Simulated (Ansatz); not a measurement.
## Li2S/CdF2: short-period superlattices

Aim: gap, minibands and decay constants of Li2S/CdF2 superlattices of several periods. The crystals are Li2S fluorite(111) and CdF2 fluorite(111), on a common net of side 3.882 Å (-3.9 % and +0.0 % against typed lattice constants near PBE's). Layer spacings come from each crystal relaxed along the normal on that net, and the joins take bond lengths estimated from both crystals. The stacks are then relaxed. The first steps treat the bulk crystals alone. PBEsol has lattice constants of its own, so the true strain differs.

Program: Ansatz 0.2.0. Level of theory: PBEsol DFT, plane waves, PAW files, in the first sound run; inputs show where later runs differ. Results are calculated unless marked as measured.

Most raw output is cut from this account.

### 1. Starting point

Symmetry: R-3m, No. 166, trigonal system. Conventional cell: a = 3.882 Å, b = 3.882 Å, c = 10.157 Å, α = 90.00°, β = 90.00°, γ = 120.00°. Nearest to Li lie 4 S at 2.40 to 2.54 Å. S has 8 Li at 2.40 to 2.54 Å nearest. Farther neighbours and most contacts between anions are not listed.

Structure file:

```cif
data_structure
_symmetry_space_group_name_H-M 'P 1'
_symmetry_Int_Tables_number 1
_cell_length_a 3.8820
_cell_length_b 3.8820
_cell_length_c 10.1568
_cell_angle_alpha 90.000
_cell_angle_beta 90.000
_cell_angle_gamma 120.000
_cell_volume 132.56
loop_
_atom_site_label
_atom_site_type_symbol
_atom_site_fract_x
_atom_site_fract_y
_atom_site_fract_z
_atom_site_occupancy
Li1 Li 0.00000 0.00000 0.00000 1
S2 S 0.33333 0.66667 0.08333 1
Li3 Li 0.66667 0.33333 0.16667 1
Li4 Li 0.33333 0.66667 0.33333 1
S5 S 0.66667 0.33333 0.41667 1
Li6 Li 0.00000 0.00000 0.50000 1
Li7 Li 0.66667 0.33333 0.66667 1
S8 S 0.00000 0.00000 0.75000 1
Li9 Li 0.33333 0.66667 0.83333 1
```

### 2. Relaxing along the normal, strain -0.0385, crystal Li2S fluorite(111)

The crystal is held to the common net and relaxed along the normal.

Contents of input.yaml:

```yaml
crystal:
  lattice:
    - [3.882, 0.0, 0.0]
    - [-1.941, 3.3619106175, 0.0]
    - [0.0, 0.0, 10.156773762]
  atoms:
    - { symbol: Li, position: [0.0, 0.0, 0.0] }
    - { symbol: S, position: [0.3333333333, 0.6666666667, 0.0833333333] }
    - { symbol: Li, position: [0.6666666667, 0.3333333333, 0.1666666667] }
    - { symbol: Li, position: [0.3333333333, 0.6666666667, 0.3333333333] }
    - { symbol: S, position: [0.6666666667, 0.3333333333, 0.4166666667] }
    - { symbol: Li, position: [0.0, 0.0, 0.5] }
    - { symbol: Li, position: [0.6666666667, 0.3333333333, 0.6666666667] }
    - { symbol: S, position: [0.0, 0.0, 0.75] }
    - { symbol: Li, position: [0.3333333333, 0.6666666667, 0.8333333333] }
kpoints:
  mp_grid: { grid: [8, 8, 4] }
scf:
  occupations: { method: fixed }
  max_iter: 120
hamiltonian:
  xc: pbesol
output: {}
relax:
  f_tol: 0.01
  max_steps: 40
  cell: { fix: [a, b, angles] }
```

The run is started by

```
> ansatz run input.yaml --threads 4 --pin off --max-ram 10240MiB --backend cpu --events-out ev --progress --plain --runs-dir out
```

It took 5 s on 4 threads of Intel Xeon Platinum 8488C (Sapphire Rapids), shared host; peak memory 0.56 GiB; 18 s of CPU time.

Relaxation path:

```
step  energy less that of the first step (eV)  largest force component (eV/Å)  pressure (GPa)  volume (Å³)
   1                                   0.0000                          0.0787            1.26       132.56
   2                                  -0.0203                          0.0450            1.81       130.67
   3                                  -0.0246                          0.0140            2.23       129.34
   4                                  -0.0248                          0.0014            2.17       129.52
  5*                                  -0.0247                          0.0014            2.17       129.52
```

Relaxation steps marked * repeat the geometry before them on a plane-wave basis chosen anew for their cell, so energy and pressure can jump there.

The run keeps the 36 symmetry operations that it works with, so distortions that break them were not tested.

```
conventional cell, symmetrised  before  after  change
                         a (Å)   3.882  3.882  +0.0 %
                         b (Å)   3.882  3.882  +0.0 %
                         c (Å)  10.157  9.925  -2.3 %
              volume (Å³/atom)   14.73  14.39  -2.3 %
```

The atoms that moved most (Å, as changes of fractional coordinates times the final cell):

| atom | dx | dy | dz | length |
| --- | --- | --- | --- | --- |
| Li9 | 0.000 | 0.000 | 0.018 | 0.018 |
| Li4 | 0.000 | 0.000 | -0.018 | 0.018 |
| Li1 | 0.000 | 0.000 | -0.018 | 0.018 |
| Li3 | 0.000 | 0.000 | 0.018 | 0.018 |
| Li7 | 0.000 | 0.000 | -0.018 | 0.018 |
| Li6 | 0.000 | 0.000 | 0.018 | 0.018 |

Numbers from this step:

```yaml
free_energy: -3884.8077 eV
fermi_energy: 2.855 eV
pressure: 2.170 GPa
```

The relaxation ends with a largest force component of 0.0014 eV/Å.

### 3. Band edges, strain -0.0385, crystal Li2S fluorite(111)

The band edges of this cell are searched, off the mesh as well.

Contents of input.yaml:

```yaml
crystal:
  lattice:
    - [3.882, 0.0, 0.0]
    - [-1.941, 3.3619106175, 0.0]
    - [0.0, 0.0, 9.9245654521]
  atoms:
    - { symbol: Li, position: [0.0, 0.0, -0.0018056985] }
    - { symbol: S, position: [0.3333333333, 0.6666666667, 0.0833333333] }
    - { symbol: Li, position: [0.6666666667, 0.3333333333, 0.1684723652] }
    - { symbol: Li, position: [0.3333333333, 0.6666666667, 0.3315276348] }
    - { symbol: S, position: [0.6666666667, 0.3333333333, 0.4166666667] }
    - { symbol: Li, position: [0.0, 0.0, 0.5018056985] }
    - { symbol: Li, position: [0.6666666667, 0.3333333333, 0.6648609681] }
    - { symbol: S, position: [0.0, 0.0, 0.75] }
    - { symbol: Li, position: [0.3333333333, 0.6666666667, 0.8351390319] }
kpoints:
  mp_grid: { grid: [8, 8, 4] }
  band_path: { path: [VBM, CBM], npoints: 24 }
scf:
  occupations: { method: fixed }
  max_iter: 120
hamiltonian:
  xc: pbesol
output:
  eigenvalues: true
checkpoint:
  write: Li2S.run
  compress: false
  write_wavefunctions: false
```

It took 4.2 s on 4 threads; peak memory 0.51 GiB; 16 s of CPU time.

Numbers from this step:

```
gap on the k-mesh   : 3.092 eV
gap on path         : 3.092 eV, by band count; negative where bands overlap
edge places on path : 0, 0.9345 1/A along the path
```

Electronic bands along the path, in eV, zero at the Fermi level (highest filled level under fixed occupations); v1 is the highest filled band, c1 the lowest empty one:

```csv
point,v4,v3,v2,v1,c1,c2,c3,c4
VBM,-0.39,-0.19,0.00,0.00,4.31,5.82,5.97,5.97
halfway,-1.10,-0.61,-0.49,-0.45,4.60,5.25,6.04,6.44
CBM,-1.16,-1.16,-0.90,-0.90,3.09,5.51,5.51,7.07
```

The searched edges give 3.09 eV, as on the mesh.

### 4. Relaxing along the normal, strain 0, crystal CdF2 fluorite(111)

System of this step: CdF2. The structure is cubic, space group Fm-3m (No. 225). Conventional cell: a = 5.490 Å, b = 5.490 Å, c = 5.490 Å, α = 90.00°, β = 90.00°, γ = 90.00°. Nearest to F lie 4 Cd at 2.38 Å. Cd has 8 F at 2.38 Å nearest. Farther neighbours and most contacts between anions are not listed.

Contents of input.yaml:

```yaml
crystal:
  lattice:
    - [3.882, 0.0, 0.0]
    - [-1.941, 3.3619106175, 0.0]
    - [0.0, 0.0, 9.50898676]
  atoms:
    - { symbol: F, position: [0.0, 0.0, 0.0] }
    - { symbol: Cd, position: [0.3333333333, 0.6666666667, 0.0833333333] }
    - { symbol: F, position: [0.6666666667, 0.3333333333, 0.1666666667] }
    - { symbol: F, position: [0.3333333333, 0.6666666667, 0.3333333333] }
    - { symbol: Cd, position: [0.6666666667, 0.3333333333, 0.4166666667] }
    - { symbol: F, position: [0.0, 0.0, 0.5] }
    - { symbol: F, position: [0.6666666667, 0.3333333333, 0.6666666667] }
    - { symbol: Cd, position: [0.0, 0.0, 0.75] }
    - { symbol: F, position: [0.3333333333, 0.6666666667, 0.8333333333] }
kpoints:
  mp_grid: { grid: [8, 8, 4] }
scf:
  occupations: { method: fixed }
  max_iter: 120
hamiltonian:
  xc: pbesol
output: {}
relax:
  f_tol: 0.01
  max_steps: 40
  cell: { fix: [a, b, angles] }
```

It took 12 s on 4 threads; peak memory 0.65 GiB; 47 s of CPU time.

Relaxation path:

| step | energy less that of the first step (eV) | largest force component (eV/Å) | pressure (GPa) | volume (Å³) |
| --- | --- | --- | --- | --- |
| 1 | 0.0000 | 0.0000 | -5.50 | 124.10 |
| 2 | -0.0983 | 0.1334 | -2.26 | 119.89 |
| 3 | -0.1160 | 0.0164 | -1.11 | 118.71 |
| 4 | -0.1154 | 0.0012 | -1.29 | 118.92 |
| 5* | -0.1014 | 0.0018 | -1.54 | 118.92 |
| 6 | -0.1033 | 0.0017 | -1.20 | 118.57 |
| 7* | -0.1017 | 0.0016 | -1.22 | 118.57 |

Relaxation steps marked * repeat the geometry before them on a plane-wave basis chosen anew for their cell, so energy and pressure can jump there.

Forces are held to the 36 operations that the run works with; a distortion that breaks them can't arise in this run.

```
     cell as run  before  after  change
           a (Å)   3.882  3.882  +0.0 %
           b (Å)   3.882  3.882  +0.0 %
           c (Å)   9.509  9.085  -4.5 %
volume (Å³/atom)   13.79  13.17  -4.5 %
```

The atoms that moved most (Å, as changes of fractional coordinates times the final cell):

```
atom     dx     dy      dz  length
  F7  0.000  0.000   0.015   0.015
  F4  0.000  0.000   0.015   0.015
  F6  0.000  0.000  -0.015   0.015
  F1  0.000  0.000   0.015   0.015
  F3  0.000  0.000  -0.015   0.015
  F9  0.000  0.000  -0.015   0.015
```

This step gave:

| Item | Value |
| --- | --- |
| free energy | -29357.5642 eV |
| Fermi energy | 6.150 eV |
| pressure | -1.220 GPa |

The relaxation ends with a largest force component of 0.0016 eV/Å.

### 5. The bulk crystal and its band edges, strain 0, crystal CdF2 fluorite(111)

The band edges of the next crystal.

Contents of input.yaml:

```yaml
crystal:
  lattice:
    - [3.882, 0.0, 0.0]
    - [-1.941, 3.3619106175, 0.0]
    - [0.0, 0.0, 9.0849121436]
  atoms:
    - { symbol: F, position: [0.0, 0.0, 0.0016498884] }
    - { symbol: Cd, position: [0.3333333333, 0.6666666667, 0.0833333333] }
    - { symbol: F, position: [0.6666666667, 0.3333333333, 0.1650167782] }
    - { symbol: F, position: [0.3333333333, 0.6666666667, 0.3349832218] }
    - { symbol: Cd, position: [0.6666666667, 0.3333333333, 0.4166666667] }
    - { symbol: F, position: [0.0, 0.0, 0.4983501116] }
    - { symbol: F, position: [0.6666666667, 0.3333333333, 0.6683165551] }
    - { symbol: Cd, position: [0.0, 0.0, 0.75] }
    - { symbol: F, position: [0.3333333333, 0.6666666667, 0.8316834449] }
kpoints:
  mp_grid: { grid: [8, 8, 4] }
  band_path: { path: [VBM, CBM], npoints: 24 }
scf:
  occupations: { method: fixed }
  max_iter: 120
hamiltonian:
  xc: pbesol
output:
  eigenvalues: true
checkpoint:
  write: CdF2.run
  compress: false
  write_wavefunctions: false
```

It took 10 s on 4 threads; peak memory 0.61 GiB; 40 s of CPU time.

This step gave:

| Property | Result |
| --- | --- |
| free energy | -29357.5645 eV |
| gap on the k-mesh | 2.905 eV |
| gap on path | 2.905 eV, by band count; negative where bands overlap |
| edge places on path | 0, 0.9020 1/A along the path |

The electronic bands at the labelled points (eV, zero at the Fermi level (highest filled level under fixed occupations); v1 is the highest filled band, c1 the lowest empty one):

```csv
point,v4,v3,v2,v1,c1,c2,c3
VBM,-0.49,-0.21,-0.20,0.00,6.92,6.93,7.87
halfway,-0.50,-0.37,-0.30,-0.28,4.46,5.70,7.21
CBM,-0.52,-0.52,-0.52,-0.40,2.91,5.90,5.90
```

The searched edges give 2.90 eV, as on the mesh.

### 6. Relaxation, stack Li2S 3 / CdF2 6, atomic layers of each crystal 3×6

System of this step: Li2S (3) / CdF2 (6). The cell holds 9 atoms: 2 Li, 1 S, 4 F and 2 Cd. Cell: a = 3.882 Å, b = 3.882 Å, c = 9.365 Å, α = 90.0°, β = 90.0°, γ = 120.0°. Regions: 0: Li2S, 3 atoms (2 Li and 1 S); 1: CdF2, 6 atoms (4 F and 2 Cd). The structure's axis is c.

The stack is relaxed at a fixed cell, since the spacings at the joins were only estimated. The total length stays as laid.

Contents of input.yaml:

```yaml
crystal:
  lattice:
    - [3.882, 0.0, 0.0]
    - [-1.941, 3.3619106175, 0.0]
    - [0.0, 0.0, 9.36508657]
  atoms:
    - { symbol: Li, position: [0.0, 0.0, 0.0] }
    - { symbol: S, position: [0.3333333333, 0.6666666667, 0.0902253159] }
    - { symbol: Li, position: [0.6666666667, 0.3333333333, 0.1804506318] }
    - { symbol: F, position: [0.3333333333, 0.6666666667, 0.3493205541] }
    - { symbol: Cd, position: [0.6666666667, 0.3333333333, 0.428560283] }
    - { symbol: F, position: [0.0, 0.0, 0.5078000118] }
    - { symbol: F, position: [0.6666666667, 0.3333333333, 0.672681585] }
    - { symbol: Cd, position: [0.0, 0.0, 0.7519213139] }
    - { symbol: F, position: [0.3333333333, 0.6666666667, 0.8311610427] }
kpoints:
  mp_grid: { grid: [8, 8, 4] }
scf:
  occupations: { method: fixed }
  max_iter: 120
hamiltonian:
  xc: pbesol
output:
  eigenvalues: false
  forces: true
relax:
  f_tol: 0.02
  max_steps: 40
```

Elapsed: 11 s, on 4 threads; peak memory 0.58 GiB; 43 s of CPU time.

Step by step:

| step | energy less that of the first step (eV) | largest force component (eV/Å) |
| --- | --- | --- |
| 1 | 0.0000 | 1.7081 |
| 2 | -0.8736 | 0.8214 |
| 3 | -1.1364 | 0.1151 |
| 4 | -1.1415 | 0.0335 |
| 5 | -1.1418 | 0.0079 |

The run keeps the 6 symmetry operations that it works with, so distortions that break them were not tested.

The atoms that moved most (Å):

```
atom     dx     dy      dz  length
  F9  0.000  0.000  -0.347   0.347
  F4  0.000  0.000   0.347   0.347
 Li1  0.000  0.000   0.322   0.322
 Li3  0.000  0.000  -0.322   0.322
 Cd8  0.000  0.000  -0.120   0.120
 Cd5  0.000  0.000   0.120   0.120
  F6  0.000  0.000  -0.012   0.012
  F7  0.000  0.000   0.012   0.012
```

The relaxed structure:

```cif
data_structure
_symmetry_space_group_name_H-M 'P 1'
_symmetry_Int_Tables_number 1
_cell_length_a 3.8820
_cell_length_b 3.8820
_cell_length_c 9.3651
_cell_angle_alpha 90.000
_cell_angle_beta 90.000
_cell_angle_gamma 120.000
_cell_volume 122.22
loop_
_atom_site_label
_atom_site_type_symbol
_atom_site_fract_x
_atom_site_fract_y
_atom_site_fract_z
_atom_site_occupancy
Li1 Li 0.00000 0.00000 0.03441 1
S2 S 0.33333 0.66667 0.09025 1
Li3 Li 0.66667 0.33333 0.14608 1
F4 F 0.33333 0.66667 0.38638 1
Cd5 Cd 0.66667 0.33333 0.44136 1
F6 F 0.00000 0.00000 0.50647 1
F7 F 0.66667 0.33333 0.67399 1
Cd8 Cd 0.00000 0.00000 0.73910 1
F9 F 0.33333 0.66667 0.79408 1
```

This step gave:

- free energy: -20864.0197 eV
- Fermi energy: 6.737 eV

The largest force component on a free atom ends at 0.0079 eV/Å.

### 7. Band edges of the superlattice, atomic layers of each crystal 3×6, k-mesh 8×8×4

The band edges of this cell are searched, off the mesh as well. The next step's energy window follows from its gap.

Contents of input.yaml:

```yaml
crystal:
  lattice:
    - [3.882, 0.0, 0.0]
    - [-1.941, 3.3619106175, 0.0]
    - [0.0, 0.0, 9.36508657]
  atoms:
    - { symbol: Li, position: [0.0, 0.0, 0.0344095232] }
    - { symbol: S, position: [0.3333333333, 0.6666666667, 0.0902470968] }
    - { symbol: Li, position: [0.6666666667, 0.3333333333, 0.1460844942] }
    - { symbol: F, position: [0.3333333333, 0.6666666667, 0.3863780899] }
    - { symbol: Cd, position: [0.6666666667, 0.3333333333, 0.4413592042] }
    - { symbol: F, position: [0.0, 0.0, 0.5064686258] }
    - { symbol: F, position: [0.6666666667, 0.3333333333, 0.6739920789] }
    - { symbol: Cd, position: [0.0, 0.0, 0.7391013788] }
    - { symbol: F, position: [0.3333333333, 0.6666666667, 0.7940802464] }
kpoints:
  mp_grid: { grid: [8, 8, 4] }
  band_path: { path: [VBM, CBM], npoints: 24 }
scf:
  occupations: { method: fixed }
  max_iter: 120
hamiltonian:
  xc: pbesol
output:
  eigenvalues: true
  write_potential: true
  write_density: true
  volumetric_format: npy
  elf: true
```

The job ended after 13 s (4 threads; peak memory 0.61 GiB; 48 s of CPU time).

This step gave:

```yaml
gap_on_the_k_mesh: 0.3538 eV
gap_on_path: 0.3327 eV, by band count; negative where bands overlap
edge_places_on_path: 0, 1.079 1/A along the path
```

Electronic bands along the path, in eV, zero at the Fermi level (highest filled level under fixed occupations); # counts the bands kept:

```csv
point,#22,#23,#24,#25,#26,#27,#28,#29
VBM,-2.77,-2.48,-2.48,0.02,3.38,3.38,5.84,5.84
halfway,-2.56,-2.07,-1.54,-0.47,2.29,3.05,5.97,6.03
CBM,-2.89,-1.00,-0.74,-0.74,0.35,2.64,5.11,5.55
```

Electrostatic potential energy in the ca plane at fractional y = 0.000, with atoms of Li and F and Cd within 0.2 Å of it. With pseudopotentials it is smooth inside the atoms' cores, unlike the true potential.

Values in eV, 6 rows by 16 columns, each cell a mean:
```
-14  -5   8  11  11  12  11  -8 -19   2  -4 -18 -19  -5   6   2
  8   8   9  11  11  11   9   9   9  10   7   1   1   7  10   9
 10   7   8  10  11  10   6   5   8  11  11  11  11  11  12  11
 10   8   8  10  11  10   7   6   9  11  11  10  10  11  11  11
  4   6   9  11  11  11  10   8   5  10   4  -6  -6   4   9   8
-21 -10   8  11  11  12  11 -15 -26  -2  -7 -21 -21  -7   6  -1
```
Columns run along c (9.4 Å; values clipped at the 3rd and 97th percentile), rows up along a (3.9 Å). Atoms in or near the plane, at fractional coordinates: Li at (0.03, 0.00), F at (0.51, 0.00), Cd at (0.74, 0.00).

ELF in the ca plane at fractional y = 0.000, with atoms of Li and F and Cd within 0.2 Å of it. It is the smooth field of the valence electrons, not physical close to the nuclei.

Ten even steps from '_' (0.09 × 1e-1) to '@' (9.75 × 1e-1), each cell a mean:
```
%%%%::______________--########++..--**##**==::..__..
______..::..__________--**##**--__::--==--::..______
--==++**++--____________..::..______......________..
**##%%####==..____________________________________--
##%%%%%%##++..____..____________....______....____==
##%%%%%%##++..____________________..______..______==
++**####**==..____________________________________--
__..::==--::__________..--++==..__..::--::..________
----____..__________..**%%%%##==..--++**++--..______
@@@@==______________--####++##**..==##%%##==::..__--
```
Columns run along c (9.4 Å), rows up along a (3.9 Å). Atoms in or near the plane, at fractional coordinates: Li at (0.03, 0.00), F at (0.51, 0.00), Cd at (0.74, 0.00).

Valence density in the ca plane at fractional y = 0.000, with atoms of Li and F and Cd within 0.2 Å of it. It is the smooth field of the valence electrons, not physical close to the nuclei.

Ten steps, logarithmic in the rise over the least value, from '0' (0 e/Å³) to '9' (23 e/Å³), each cell a mean:
```
56300000001367632589852001
11000000000134311356521000
01110000000111100112110000
11111000001110000000000000
11211000011110000000000000
11111000011110000000000000
01111000000110000011100000
00000000000122110134310000
33100000000256521478741000
67400000001478732689852002
```
Columns run along c (9.4 Å), rows up along a (3.9 Å). Atoms in or near the plane, at fractional coordinates: Li at (0.03, 0.00), F at (0.51, 0.00), Cd at (0.74, 0.00).

The searched edges give 0.333 eV, under the 0.354 eV of the mesh, which misses an edge.

[end of part 1 of 3]

[Logs are printed without paths, hosts, clocks, repeated set-up lines and the standing remarks that a program may print on its own settings, such as how far it seeks lower states.]

[Hosts, paths, dates, database ids (printed as entryN), source tags and the programs' standing remarks are cut or masked in the printed files.]
